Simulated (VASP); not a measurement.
Here is a VASP 6.6.1 calculation.

INCAR

```
ALGO = Normal ; EDIFF = 1E-7
EDIFFG = -0.005 ; ENCUT = 600
IBRION = 2 ; ISIF = 3
ISMEAR = 0 ; LASPH = T
LCHARG = F ; LREAL = F
LWAVE = F ; NELM = 80
NSW = 90 ; PREC = Accurate
PSTRESS = 1100.0 ; SIGMA = 0.03
```

The input KPOINTS:

```
k-points
0
Gamma
  15 15 13
```

POSCAR

```
Se                                      
1.0
    1.9546396243      1.1285117133      0.9204279739
   -1.9546396243      1.1285117133      0.9204279739
    0.0000000000     -2.2570234267      0.9204279739
  Se            
     1
Direct
     0.0000000000000000    0.0000000000000000    0.0000000000000000
```

Potentials or basis: VASP PAW LDA potentials, release 64 (Se).

Launch:

```sh
$ cat potpaw_LDA.64/Se/POTCAR > POTCAR
$ mpirun -np 1 vasp_std > vasp.out
```

Task: Estimate the band gap on the k mesh.

Result: None (metal or under the smearing width).

Final structure:
```yaml
crystal:
  lattice:
    - [1.95508, 1.12876, 0.92000]
    - [-1.95508, 1.12876, 0.92000]
    - [0.00000, -2.25753, 0.92000]
  atoms:
    - { symbol: Se, position: [0.00000, 0.00000, 0.00000] }
```
